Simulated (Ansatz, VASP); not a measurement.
## Cu in VASP and in Ansatz

```xyz
2
Lattice="2.6111 0.0000 0.0000 -1.3055 2.2613 0.0000 0.0000 0.0000 17.0000" Properties=species:S:1:pos:R:3 pbc="T T T"
Cu    0.0000    0.0000    9.8289
Cu    0.0000    0.0000    7.1711
```

Alike in both runs: task single point; functional PBE; k mesh 6 × 6 × 1; occupations gaussian, width 0.1 eV; no spin polarisation.

```csv
,VASP,Ansatz
version,VASP 6.6.1,Ansatz 0.2.0
potentials or method,"VASP PAW PBE potentials, release 64 (Cu)","scalar-relativistic, plane waves, PAW"
plane-wave cutoff (eV),520,420
valence electrons in the cell,22,38
```

Ansatz gave:

```
gap on the k mesh at the Fermi level (eV) : none
rms of the force components (eV/Å)        : 0.048
```

**Question.** Which values does VASP return?

**Answer.** gap on the k mesh at the Fermi level (eV): none; rms of the force components (eV/Å): 0.043.

Atom by atom the forces differ by 0.005 eV/Å (rms over components). A gap of «none» marks a metal or a gap that the smearing closes. The functional is the same, so the differences come from potentials, cutoffs and numerics. The two sets of potentials don't hold the same shells in valence. Ansatz warned: «slab_cell_height_set».

Caveats: the k mesh is coarse (spacing up to 0.46 Å⁻¹), so the values aren't converged.
